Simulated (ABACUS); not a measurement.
# GaN under changes of volume

One of the cells (11.444 Å³/atom); the others are scaled copies at fixed shape and fractional positions:

```
CELL_PARAMETERS angstrom
0.00000 2.25350 2.25350
2.25350 0.00000 2.25350
2.25350 2.25350 0.00000
ATOMIC_POSITIONS crystal
Ga 0.00000 0.00000 0.00000
N 0.25000 0.25000 0.25000
```

The cell is a database's computed one.

* Program: ABACUS 3.10.1
* Functional: PBE
* Potentials or basis: PseudoDojo NC SR 0.4.1 PBE standard
* Cutoff: 1143 eV
* Density cutoff: 4572 eV
* Basis: plane waves
* k mesh: 10 × 10 × 10
* Occupations: fermi-dirac, width 0.05 eV
* Spin: no spin polarisation

```csv
volume (Å³/atom),energy over the lowest point (meV/atom),pressure (GPa),gap on the mesh (eV)
10.757,54.96,19.0,2.16
10.986,31.57,13.9,2.03
11.215,15.06,9.3,1.89
11.444,4.74,5.2,1.76
11.673,0.00,1.5,1.63
11.902,0.27,-1.8,1.50
12.131,?,?,?
```

What does the run at 12.131 Å³/atom give?

Energy over the lowest point 5.06 meV/atom; pressure -4.8 GPa; gap on the mesh 1.38 eV.

Worked out: A Birch-Murnaghan fit of order 3 (a polynomial in V^(-2/3)) to the other rows has its minimum at 11.77 Å³/atom with B0 = V·E''(V) = 172 GPa and B' = 4.4. It gives 5.07 meV/atom at 12.131 Å³/atom, against the run's 5.06, and -dE/dV = -4.8 GPa, against -4.8. A straight line through the other rows of the gap, of slope -6.54 eV per unit of ln V (its deformation potential), extrapolates to 1.38 eV, against the run's 1.38.

Energies are extrapolated to zero smearing.

Spin-orbit coupling on Ga is left out.
